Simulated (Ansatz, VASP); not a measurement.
# CO2 in VASP and in Ansatz

```xyz
6
Lattice="-1.7759 1.7759 2.9592 1.7759 -1.7759 2.9592 1.7759 1.7759 -2.9592" Properties=species:S:1:pos:R:3 pbc="T T T"
C     0.0000    0.0000    0.0000
C     0.0000    1.7759    1.4796
O     0.7601    0.8880    0.7398
O    -0.8880    1.0158    2.2194
O     1.0158    0.8880    3.6990
O     2.6639    0.7601   -0.7398
```

Alike in both runs: task relaxation of cell and atoms; functional LDA; k mesh 8 × 8 × 8; occupations gaussian, width 0.1 eV; no spin polarisation.

```csv
,VASP,Ansatz
version,VASP 6.6.1,Ansatz 0.2.0
potentials or method,"VASP PAW LDA potentials, release 64 (C, O)","scalar-relativistic, plane waves, PAW"
plane-wave cutoff (eV),600,420
valence electrons in the cell,32,32
```

Ansatz gave:

| Property | Result |
| --- | --- |
| gap on the k mesh at the Fermi level, each at its own relaxed structure (eV) | 7.60 |
| relaxed volume (Å³/atom) | 7.33 |
| relaxed cell length with the largest relative difference (Å) | 4.023 |
| energy change over the relaxation (meV/atom) | -140 |

Task: Which values does VASP return?

Result: gap on the k mesh at the Fermi level, each at its own relaxed structure (eV): 7.49; relaxed volume (Å³/atom): 7.42; relaxed cell length with the largest relative difference (Å): 4.031; energy change over the relaxation (meV/atom): -141.

Caveats: the volume moved by over 15 % at a fixed basis, so the end points are rough; the volume moved by +19 % from the deposited cell, more than functionals usually miss. A k mesh can miss the band edges. As with any semilocal functional, this LDA gap is likely too small.
